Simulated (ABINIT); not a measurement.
Write the native input for ABINIT 10.8.3 (patched build) that does the following.

```
Task                                             : single point
Functional                                       : PBE0
Potentials or basis                              : PseudoDojo NC SR PBE v0.4.1 standard
Cutoff                                           : 952 eV
k mesh                                           : 8 × 8 × 8
Occupations                                      : fermi-dirac, width 0.05 eV
Spin                                             : no spin polarisation
Most SCF steps                                   : 60
Thinning of the exchange mesh (fockdownsampling) : 2 × 2 × 2
```

Crystal: Mo.

```
CELL_PARAMETERS angstrom
-1.58381 1.58381 1.58381
1.58381 -1.58381 1.58381
1.58381 1.58381 -1.58381
ATOMIC_POSITIONS crystal
Mo 0.00000 0.00000 0.00000
```

The input as run:

run.abi

```
# Pseudopotentials
pp_dirpath "./"
pseudos "Mo.upf"

# Structure
acell 2.7432376088 2.7432376088 2.7432376088 Angstrom
rprim
    -0.5773502692     0.5773502692     0.5773502692
     0.5773502692    -0.5773502692     0.5773502692
     0.5773502692     0.5773502692    -0.5773502692
ntypat 1
znucl 42
natom 1
typat 1
xcart
     0.0000000000     0.0000000000     0.0000000000 Angstrom

# Plane-wave basis
ecut 952.398519 eV

# k points
kptopt 1
ngkpt 8 8 8
nshiftk 1
shiftk 0.0 0.0 0.0

# Exchange and correlation
ixc 41
fockdownsampling 2 2 2

# Bands and occupations
nband 11
occopt 3
tsmear 0.05 eV

# SCF cycle
nstep 60
toldfe 1.0e-7

# Output
iomode 3
prtwf 0
prtden 0
prteig 0
prtebands 0
enunit 2
```

Potentials or basis: PseudoDojo NC SR PBE v0.4.1 standard.

Run with:

```bash
$ mpirun --bind-to none -np 4 abinit run.abi > log 2>&1
```

Results of the run:

```json
{
 "Band gap on the k mesh": "none (metal or under the smearing width)",
 "Valence electrons inside the program's atomic spheres": "Mo 10.43 (radii [1.0584] Å)"
}
```

It took 11 min on 4 MPI ranks on Arm Neoverse V1, with other jobs on the host, peak memory 0.28 GiB a rank.
